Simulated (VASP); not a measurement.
# InAs (F-43m) in VASP: notebook, part 2 of 2

VASP 6.6.1.

## Step 3: Single point, PBE+D3(BJ)

This run uses another cell than the first one: it holds 2 atoms, not 16.

Contents of INCAR:

```
  PREC = Accurate
  ENCUT = 520
  EDIFF = 1E-7
  ISMEAR = 0
  SIGMA = 0.1
  LREAL = False
  LASPH = True
  NELM = 100
  ALGO = Normal
  ISIF = 2
  LWAVE = False
  LCHARG = False
  GGA = PE
  IVDW = 12
  NBANDS = 16
```

Contents of KPOINTS:

```
Automatic mesh
0
Gamma
  12 12 12
```

Contents of POSCAR:

```
InAs
1.0
    0.0000000000      3.0560653709      3.0560653709
    3.0560653709      0.0000000000      3.0560653709
    3.0560653709      3.0560653709      0.0000000000
In As
1 1
Direct
    0.0000000000      0.0000000000      0.0000000000
    0.7500000000      0.7500000000      0.7500000000
```

Potentials or basis: VASP PAW PBE potentials, release 64 (In_d, As).

Command:

```
> cat potpaw_PBE.64/In_d/POTCAR potpaw_PBE.64/As/POTCAR > POTCAR
> mpirun -np 1 vasp_std > vasp.out
```

OUTCAR:

```text
PREC = Accurate
   ENCUT = 520
   EDIFF = 1E-7
   ISMEAR = 0
   LREAL = False
   LASPH = True
   NELM = 100
   ISIF = 2
   GGA = PE
   IVDW = 12
 IVDW          = 12

 ion  position               nearest neighbor table
   1  0.000  0.000  0.000-   2 2.65   2 2.65   2 2.65   2 2.65
   2  0.750  0.750  0.750-   1 2.65   1 2.65   1 2.65   1 2.65

  LATTYP: Found a face centered cubic cell.
 ALAT       =     6.1121307418

  Lattice vectors:

 A1 = (   0.0000000000,   3.0560653709,   3.0560653709)
 A2 = (   3.0560653709,   0.0000000000,   3.0560653709)
 A3 = (   3.0560653709,   3.0560653709,   0.0000000000)

Analysis of symmetry for initial positions (statically):
=====================================================================
 Subroutine PRICEL returns:
 Original cell was already a primitive cell.

 Routine SETGRP: Setting up the symmetry group for a
 face centered cubic supercell.

 Subroutine GETGRP returns: Found 24 space group operations
 (whereof 24 operations were pure point group operations)
 out of a pool of 48 trial point group operations.

The static configuration has the point symmetry T_d .

Analysis of symmetry for dynamics (positions and initial velocities):
[... 162 lines left out ...]
 val. band max:        4.1872700108   @ k =   0.0000   0.0000   0.0000
 cond. band min:       4.9114676772   @ k =   0.0833   0.0000   0.0000
 fundamental gap:      0.7241976664
 Fermi energy:         4.2493898300

 k-point     1 :       0.0000    0.0000    0.0000
  band No.  band energies     occupation
      1     -10.1412      2.00000
      2     -10.1412      2.00000
      3     -10.1412      2.00000
      4     -10.0282      2.00000
      5     -10.0282      2.00000
      6      -7.4710      2.00000
[... 433 lines left out ...]
      3     -10.1022      2.00000
      4     -10.0274      2.00000
      5     -10.0226      2.00000
      6      -5.9588      2.00000
[... 8 lines left out ...]
     15      13.7893      0.00000
     16      14.2253      0.00000

 [... further k-points ...]

------------------------ aborting loop because EDIFF is reached ----------------------------------------

 Edisp (eV)   -0.62365

 E8    (eV) :    -0.2889

  FORCE on cell =-STRESS in cart. coord.  units (eV):
  Direction    XX          YY          ZZ          XY          YZ          ZX
  --------------------------------------------------------------------------------------
  -------------------------------------------------------------------------------------
  Total       0.01044     0.01044     0.01044    -0.00000    -0.00000     0.00000
  in kB       0.29296     0.29296     0.29296    -0.00000    -0.00000     0.00000
  external pressure =        0.29 kB  Pullay stress =        0.00 kB

 VOLUME and BASIS-vectors are now :
 -----------------------------------------------------------------------------
  energy-cutoff  :      520.00
  volume of cell :       57.08
      direct lattice vectors                 reciprocal lattice vectors
     0.000000000  3.056065371  3.056065371    -0.163609066  0.163609066  0.163609066
     3.056065371  0.000000000  3.056065371     0.163609066 -0.163609066  0.163609066
     3.056065371  3.056065371  0.000000000     0.163609066  0.163609066 -0.163609066

 POSITION                                       TOTAL-FORCE (eV/Angst)
 -----------------------------------------------------------------------------------
      0.00000      0.00000      0.00000         0.000000      0.000000      0.000000
      4.58410      4.58410      4.58410        -0.000000     -0.000000     -0.000000
 -----------------------------------------------------------------------------------
    total drift:                                0.000000      0.000000      0.000000

  FREE ENERGIE OF THE ION-ELECTRON SYSTEM (eV)
  ---------------------------------------------------
  free  energy   TOTEN  =        -8.3301717494 eV

  energy  without entropy=       -8.3300167533  energy(sigma->0) =       -8.33009425
```

OSZICAR:

```text
N       E                     dE             d eps       ncg     rms          rms(c)
DAV:   1     0.113612185231E+03    0.11361E+03   -0.82339E+03  2320   0.121E+03
DAV:   2    -0.140991351583E+00   -0.11375E+03   -0.10924E+03  2480   0.297E+02
DAV:   3    -0.776940402258E+01   -0.76284E+01   -0.75902E+01  3016   0.755E+01
DAV:   4    -0.796334424887E+01   -0.19394E+00   -0.19390E+00  2864   0.133E+01
DAV:   5    -0.797200205532E+01   -0.86578E-02   -0.86577E-02  3464   0.240E+00    0.432E+00
DAV:   6    -0.772694626690E+01    0.24506E+00   -0.37205E-01  3600   0.995E+00    0.240E+00
DAV:   7    -0.770450982085E+01    0.22436E-01   -0.10957E-01  3136   0.284E+00    0.714E-01
DAV:   8    -0.770569632996E+01   -0.11865E-02   -0.12710E-02  2904   0.126E+00    0.180E-01
DAV:   9    -0.770631351701E+01   -0.61719E-03   -0.96919E-04  2832   0.271E-01    0.108E-01
DAV:  10    -0.770647446980E+01   -0.16095E-03   -0.18606E-04  3016   0.184E-01    0.594E-02
DAV:  11    -0.770652201350E+01   -0.47544E-04   -0.11476E-04  2728   0.114E-01    0.403E-02
DAV:  12    -0.770652271887E+01   -0.70537E-06   -0.62773E-06  2640   0.269E-02    0.757E-03
DAV:  13    -0.770652307319E+01   -0.35433E-06   -0.18435E-06  2904   0.740E-03    0.316E-03
DAV:  14    -0.770652311692E+01   -0.43724E-07   -0.11728E-07  2648   0.292E-03
   1 F= -.83301717E+01 E0= -.83300943E+01  d E =-.154996E-03
```

Wall time 43 s (1 thread of Intel Xeon Platinum 8488C (Sapphire Rapids), shared host); peak memory 0.23 GiB.

Results:

* Free energy: -8.3302 eV
* Pressure: 0.0 GPa
* Band gap on the k mesh: none (metal or under the smearing width)
* Dispersion energy per atom: -0.312 eV

Caveat: pairwise dispersion overbinds metals, which lowers pressure and volume; this crystal is a semiconductor, whose small gap the functional closes, so the metal is an error of the method.

## Step 4: Relaxation of cell and atoms, PBE+D3(BJ)

This run uses another cell than the first one, of 27.65 Å³/atom, 0.969 times its volume.

Contents of INCAR:

```
SYSTEM = InAs
  PREC = Accurate
  ENCUT = 600
  EDIFF = 1E-6
  ISMEAR = 0
  SIGMA = 0.1
  LREAL = .False.
  LASPH = .True.
  NELM = 100
  ALGO = Fast
  ISIF = 3
  LWAVE = .False.
  LCHARG = .False.
  GGA = PE
  IVDW = 12
  IBRION = 2
  NSW = 100
  EDIFFG = -0.005
```

Contents of KPOINTS:

```
regular mesh
0
Gamma
  12 12 12
  0 0 0
```

Contents of POSCAR:

```
InAs
1.0
    0.0000000000      3.0240000000      3.0240000000
    3.0240000000      0.0000000000      3.0240000000
    3.0240000000      3.0240000000      0.0000000000
In As
1 1
Direct
    0.0000000000      0.0000000000      0.0000000000
    0.7500000000      0.7500000000      0.7500000000
```

Potentials or basis: VASP PAW PBE potentials, release 64 (In_d, As).

Command:

```
> cat potpaw_PBE.64/In_d/POTCAR potpaw_PBE.64/As/POTCAR > POTCAR
> mpirun -np 1 vasp_std > vasp.out
```

OUTCAR:

```text
SYSTEM = InAs
   PREC = Accurate
   ENCUT = 600
   EDIFF = 1E-6
   ISMEAR = 0
   LREAL = .False.
   LASPH = .True.
   NELM = 100
   ISIF = 3
   GGA = PE
   IVDW = 12
   IBRION = 2
   NSW = 100
   EDIFFG = -0.005
 IVDW          = 12

 ion  position               nearest neighbor table
   1  0.000  0.000  0.000-   2 2.62   2 2.62   2 2.62   2 2.62
   2  0.750  0.750  0.750-   1 2.62   1 2.62   1 2.62   1 2.62

  LATTYP: Found a face centered cubic cell.
 ALAT       =     6.0480000000

  Lattice vectors:

 A1 = (   0.0000000000,   3.0240000000,   3.0240000000)
 A2 = (   3.0240000000,   0.0000000000,   3.0240000000)
 A3 = (   3.0240000000,   3.0240000000,   0.0000000000)

Analysis of symmetry for initial positions (statically):
=====================================================================
 Subroutine PRICEL returns:
 Original cell was already a primitive cell.

 Routine SETGRP: Setting up the symmetry group for a
 face centered cubic supercell.

 Subroutine GETGRP returns: Found 24 space group operations
 (whereof 24 operations were pure point group operations)
 out of a pool of 48 trial point group operations.

The static configuration has the point symmetry T_d .

Analysis of symmetry for dynamics (positions and initial velocities):
=====================================================================
 Subroutine PRICEL returns:
 Original cell was already a primitive cell.

 Routine SETGRP: Setting up the symmetry group for a
 face centered cubic supercell.

 Subroutine GETGRP returns: Found 24 space group operations
 (whereof 24 operations were pure point group operations)
 out of a pool of 48 trial point group operations.

The dynamic configuration has the point symmetry T_d .

 Subroutine INISYM returns: Found 24 space group operations
 (whereof 24 operations are pure point group operations),
 and found     1 'primitive' translations

----------------------------------------------------------------------------------------

                                     Primitive cell

  volume of cell :      55.3064

  direct lattice vectors                    reciprocal lattice vectors
     0.000000000  3.024000000  3.024000000    -0.165343915  0.165343915  0.165343915
     3.024000000  0.000000000  3.024000000     0.165343915 -0.165343915  0.165343915
     3.024000000  3.024000000  0.000000000     0.165343915  0.165343915 -0.165343915

  length of vectors
     4.276581813  4.276581813  4.276581813     0.286384062  0.286384062  0.286384062

  position of ions in fractional coordinates (direct lattice)
     0.000000000  0.000000000  0.000000000
     0.750000000  0.750000000  0.750000000

  ion indices of the primitive-cell ions
   primitive index   ion index
                 1           1
                 2           2

----------------------------------------------------------------------------------------

 KPOINTS: regular mesh

Automatic generation of k-mesh.
 Grid dimensions read from file:
 generate k-points for:   12   12   12

 Generating k-lattice:

  Cartesian coordinates                     Fractional coordinates (reciprocal lattice)
    -0.013778660  0.013778660  0.013778660     0.083333333  0.000000000  0.000000000
     0.013778660 -0.013778660  0.013778660     0.000000000  0.083333333  0.000000000
     0.013778660  0.013778660 -0.013778660     0.000000000  0.000000000  0.083333333

  Length of vectors
     0.023865339  0.023865339  0.023865339

  Shift w.r.t. Gamma in fractional coordinates (k-lattice)
     0.000000000  0.000000000  0.000000000

 Subroutine IBZKPT returns following result:
 ===========================================

 Found     72 irreducible k-points:

 Following reciprocal coordinates:
            Coordinates               Weight
  0.000000  0.000000  0.000000      1.000000
  0.083333  0.000000  0.000000      8.000000
  0.166667  0.000000  0.000000      8.000000
  0.250000  0.000000  0.000000      8.000000
  0.333333  0.000000  0.000000      8.000000
  0.416667  0.000000  0.000000      8.000000
[... 16 lines left out ...]
  0.500000  0.166667  0.000000     24.000000
 -0.416667  0.166667  0.000000     24.000000
 [... further k-points ...]
   k-points           NKPTS =     72   k-points in BZ     NKDIM =     72   number of bands    NBANDS=     13
   number of dos      NEDOS =    301   number of ions     NIONS =      2
   total plane-waves  NPLWV =  46656
   dimension x,y,z NGX =    36 NGY =   36 NGZ =   36
   dimension x,y,z NGXF=    72 NGYF=   72 NGZF=   72
   ions per type =               1   1
   NGX,Y,Z   is equivalent  to a cutoff of  13.99, 13.99, 13.99 a.u.
   NGXF,Y,Z  is equivalent  to a cutoff of  27.99, 27.99, 27.99 a.u.
 SYSTEM =  InAs
   PREC   = accura    normal or accurate (medium, high low for compatibility)
   ISTART =      0    job   : 0-new  1-cont  2-samecut
   ICHARG =      2    charge: 1-file 2-atom 10-const
   ISPIN  =      1    spin polarized calculation?
   LNONCOLLINEAR =      F non collinear calculations
   LSORBIT =      F    spin-orbit coupling
   LASPH  =      T    aspherical Exc in radial PAW
   ENCUT  =  600.0 eV  44.10 Ry    6.64 a.u.   8.54  8.54  8.54*2*pi/ulx,y,z
   NELM   =    100;   NELMIN=  2; NELMDL= -5     # of ELM steps
   EDIFF  = 0.1E-05   stopping-criterion for ELM
   LREAL  =      F    real-space projection
   EDIFFG = -.5E-02   stopping-criterion for IOM
   NSW    =    100    number of steps for IOM
   IBRION =      2    ionic relax: 0-MD 1-quasi-New 2-CG
   NFREE  =      1    steps in history (QN), initial steepest desc. (CG)
   ISIF   =      3    stress and relaxation
   ISYM   =      2    0-nonsym 1-usesym 2-fastsym
   POTIM  = 0.5000    time-step for ionic-motion
   TEBEG  =    0.0;   TEEND  =   0.0 temperature during run
   PSTRESS=    0.0 pullay stress
   NELECT =      18.0000    total number of electrons
   NUPDOWN=      -1.0000    fix difference up-down
   EMIN   =  10.00;   EMAX   =-10.00  energy-range for DOS
   EFERMI =   0.00;   METHOD = LEGACY
   ISMEAR =     0;   SIGMA  =   0.10  broadening in eV -4-tet -1-fermi 0-gaus
   EFERMI_NEDOS =   21; number of points for ismear=-14 and -15
   IALGO  =     68    algorithm
   IMIX   =      4    mixing-type and parameters
     AMIX     =   0.40;   BMIX     =  1.00
     AMIX_MAG =   1.60;   BMIX_MAG =  1.00
  volume/ion in A,a.u.               =      27.65       186.61
  Fermi-wavevector in a.u.,A,eV,Ry     =   1.126092  2.128005 17.253320  1.268083
  Thomas-Fermi vector in A             =   2.262772
   LORBIT       =      0    0 simple, 1 ext, 2 COOP (PROOUT), +10 PAW based schemes
   GGA     = PE    functional components
   LHFCALC =     F    Hartree Fock is set to
   AEXX    =    0.0000 exact exchange contribution
   IVDW    =    12    specifies the selected vdW correction
   LEPSILON=     F    determine dielectric tensor
   LRPA    =     F    only Hartree local field effects (RPA)
 conjugate gradient relaxation of ions
 non-spin polarized calculation
 RMM-DIIS sequential band-by-band and
 Gauss-broadening in eV      SIGMA  =   0.10
  energy-cutoff  :      600.00
  volume of cell :       55.31
 maximum number of plane-waves:      1873
 NGX is ok and might be reduce to    36

--------------------------------------- Ionic step        1  -------------------------------------------

 number of electron      18.0000004 magnetization

 Free energy of the ion-electron system (eV)
  ---------------------------------------------------
  ext. energy  EPLUGINS =         0.00000000
  ---------------------------------------------------
  free energy    TOTEN  =        -7.67372411 eV

  energy without entropy =       -7.67357245  energy(sigma->0) =       -7.67364828

 E-fermi :   4.5618     XC(G=0):  -9.0909

 val. band max:        4.5023335550   @ k =   0.0000   0.0000   0.0000
 cond. band min:       5.3210878562   @ k =   0.0833   0.0000   0.0000
 fundamental gap:      0.8187543012
 Fermi energy:         4.5617718199

 k-point     1 :       0.0000    0.0000    0.0000
  band No.  band energies     occupation
      1      -9.8888      2.00000
      2      -9.8888      2.00000
      3      -9.8888      2.00000
      4      -9.7631      2.00000
      5      -9.7631      2.00000
      6      -7.3557      2.00000
      7       4.3044      1.99973
      8       4.5023      1.59942
      9       4.5023      1.59942
     10       4.5023      1.59942
     11       8.4100      0.00000
     12       8.4100      0.00000
     13       8.4100      0.00000
[... 445 lines left out ...]
  energy  without entropy=       -8.3276303202  energy(sigma->0) =       -8.32770862

--------------------------------------- Ionic step        3  -------------------------------------------

 number of electron      18.0000001 magnetization

 Free energy of the ion-electron system (eV)
  ---------------------------------------------------
  ext. energy  EPLUGINS =         0.00000000
  ---------------------------------------------------
  free energy    TOTEN  =        -7.70671400 eV

  energy without entropy =       -7.70655895  energy(sigma->0) =       -7.70663648

 E-fermi :   4.2449     XC(G=0):  -8.9508

 val. band max:        4.1827698969   @ k =   0.0000   0.0000   0.0000
 cond. band min:       4.9055932429   @ k =   0.0833   0.0000   0.0000
 fundamental gap:      0.7228233460
 Fermi energy:         4.2449291674

 k-point     1 :       0.0000    0.0000    0.0000
  band No.  band energies     occupation
      1     -10.1451      2.00000
      2     -10.1451      2.00000
      3     -10.1451      2.00000
      4     -10.0322      2.00000
      5     -10.0322      2.00000
      6      -7.4727      2.00000
      7       3.8212      2.00000
      8       4.1828      1.62063
      9       4.1828      1.62063
     10       4.1828      1.62063
     11       8.0758      0.00000
     12       8.0758      0.00000
     13       8.0758      0.00000
[... 401 lines left out ...]
  FREE ENERGIE OF THE ION-ELECTRON SYSTEM (eV)
  ---------------------------------------------------
  free  energy   TOTEN  =        -8.3300451233 eV

  energy  without entropy=       -8.3298900798  energy(sigma->0) =       -8.32996760

 reached required accuracy - stopping structural energy minimisation
```

OSZICAR:

```text
N       E                     dE             d eps       ncg     rms          rms(c)
DAV:   1     0.119850101713E+03    0.11985E+03   -0.92374E+03  1882   0.166E+03
DAV:   2     0.112008364154E+01   -0.11873E+03   -0.11537E+03  1942   0.344E+02
DAV:   3    -0.770640629738E+01   -0.88265E+01   -0.87604E+01  2467   0.951E+01
DAV:   4    -0.793867183826E+01   -0.23227E+00   -0.23209E+00  2079   0.173E+01
[... 45 lines left out ...]
RMM:  11    -0.770672873713E+01    0.77920E-05   -0.32071E-06  1460   0.243E-02    0.405E-01
RMM:  12    -0.770672467147E+01    0.40657E-05   -0.21288E-06  1404   0.117E-02    0.346E-01
RMM:  13    -0.770671796870E+01    0.67028E-05   -0.64672E-06  1607   0.270E-02    0.171E-01
RMM:  14    -0.770671456689E+01    0.34018E-05   -0.42896E-06  1518   0.236E-02    0.464E-02
RMM:  15    -0.770671399790E+01    0.56899E-06   -0.82901E-07  1166   0.936E-03
   3 F= -.83300451E+01 E0= -.83299676E+01  d E =-.103887E-01
```

It took 3.2 min on 1 thread of Intel Xeon Platinum 8488C (Sapphire Rapids), shared host; peak memory 0.27 GiB.

What came out:

| Property | Result |
| --- | --- |
| Free energy | -8.3300 eV |
| Relaxed volume | 28.56 Å³/atom |
| Relaxed cell | a = 4.323 Å, b = 4.323 Å, c = 4.323 Å, α = 60.00°, β = 60.00°, γ = 60.00° |
| Space group after relaxing (to 0.05 Å) | F-43m (No. 216) |
| Energy gained by relaxing | 5.2 meV/atom |
| Ionic steps | 3 |
| Pressure after relaxing | 0.0 GPa |
| Band gap on the k mesh | none (metal or under the smearing width) |
| Dispersion energy per atom | -0.312 eV |

Step by step:
```csv
step,energy change (eV),largest force (eV/Å),pressure (GPa),volume (Å³)
1,0.0000,0.0000,1.93,55.31
2,-0.0081,0.0000,-0.80,58.01
3,-0.0104,0.0000,0.02,57.11
```

Final structure:
```
In As
1.0
     0.00000    3.05653    3.05653
     3.05653    0.00000    3.05653
     3.05653    3.05653    0.00000
In As
1 1
Direct
  0.00000 0.00000 0.00000
  0.75000 0.75000 0.75000
```

Levels at points of the mesh, in eV from the Fermi level:
```
           k point  band 6  band 7  band 8  band 9  band 10  band 11  band 12  band 13
(0.00, 0.00, 0.00)  -11.72   -0.42   -0.06   -0.06    -0.06     3.83     3.83     3.83
(0.50, 0.00, 0.00)  -10.35   -5.66   -1.00   -1.00     0.82     4.60     4.60     6.75
(0.50, 0.50, 0.00)   -9.84   -5.76   -2.28   -2.28     1.54     1.99     8.92     8.98
```

Caveat: pairwise dispersion overbinds metals, which lowers pressure and volume; this crystal is a semiconductor, whose small gap the functional closes, so the metal is an error of the method. Zero-point motion and thermal expansion aren't in these numbers.

## Step 5: Overview

```tsv
task	potentials or basis	cell	k mesh	cutoff (eV)	dipole correction	gap on the mesh (eV)	pressure (GPa)
single point	VASP PAW PBE potentials, release 64 (In_d, As, H)	clean slab, lower planes held	2 × 3 × 1	520	yes	1.20	-
single point	VASP PAW PBE potentials, release 64 (In_d, As)	F-43m, 28.54 Å³/atom	12 × 12 × 12	520	no	none	0.0
relaxation of cell and atoms	VASP PAW PBE potentials, release 64 (In_d, As)	relaxed	12 × 12 × 12	600	no	none	0.0
```

Alike in all rows: level PBE+D3(BJ); no spin polarisation; smearing gaussian 0.1 eV.

Caveats: pairwise dispersion overbinds metals, which lowers pressure and volume (some runs); this crystal is a semiconductor, whose small gap the functional closes, so the metal is an error of the method (some runs); spin-orbit coupling is left out, which moves the levels of the heavy elements (some runs).

Total energies depend on the potentials used, so only differences within one code and one set of settings carry meaning.

## Step 6: Against experiment

Step 3. Against the measured gap of InAs, 0.418 eV (direct; 4.2 K; a printed reference work, data compilation), the calculated 0.00 eV is off by -0.42 eV. Spin-orbit coupling on As, In is left out. The value is that of PBE+D3(BJ) on a finite k mesh, which can miss the band edges, without temperature or zero-point motion. Semilocal functionals fall short of measured gaps as a rule.
